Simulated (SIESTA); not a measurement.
**ZrN under changes of volume**

One of the cells (12.167 Å³/atom); the others are scaled copies at fixed shape and fractional positions:

```
Zr N
1.0
     0.00000    2.30000    2.30000
     2.30000    0.00000    2.30000
     2.30000    2.30000    0.00000
Zr N
1 1
Direct
  0.50000 0.50000 0.50000
  0.00000 0.00000 0.00000
```

| Quantity | Value |
| --- | --- |
| Program | SIESTA 5.4.2 |
| Functional | PBEsol |
| Potentials or basis | PseudoDojo 0.4 standard (PBEsol files) |
| Basis | DZP (energy shift 0.003 Ry; two zetas on semicore shells) |
| Grid cutoff | 800 Ry |
| Energy shift | 0.003 Ry |
| k mesh | 10 × 10 × 10 |
| Occupations | fermi-dirac, width 0.05 eV |
| Spin | no spin polarisation |

| volume (Å³/atom) | energy over the lowest point (meV/atom) | pressure (GPa) |
| --- | --- | --- |
| 11.437 | 21.35 | 13.4 |
| 11.680 | 6.04 | 7.0 |
| 11.924 | 0.00 | 1.2 |
| 12.167 | 2.41 | -4.1 |
| 12.410 | ? | ? |
| 12.654 | 28.90 | -12.9 |
| 12.897 | 51.59 | -16.8 |

Problem. What does the run at 12.410 Å³/atom give?

Solution. Energy over the lowest point 12.29 meV/atom; pressure -8.8 GPa.

Worked out: A Birch-Murnaghan fit of order 3 (a polynomial in V^(-2/3)) to the other rows has its minimum at 11.97 Å³/atom with B0 = V·E''(V) = 265 GPa and B' = 4.3. It gives 12.24 meV/atom at 12.410 Å³/atom, against the run's 12.29, and -dE/dV = -8.8 GPa, against -8.8.

Energies are extrapolated to zero smearing.

Caveats: the basis of atomic orbitals isn't converged, which shifts pressures, moduli and gaps.
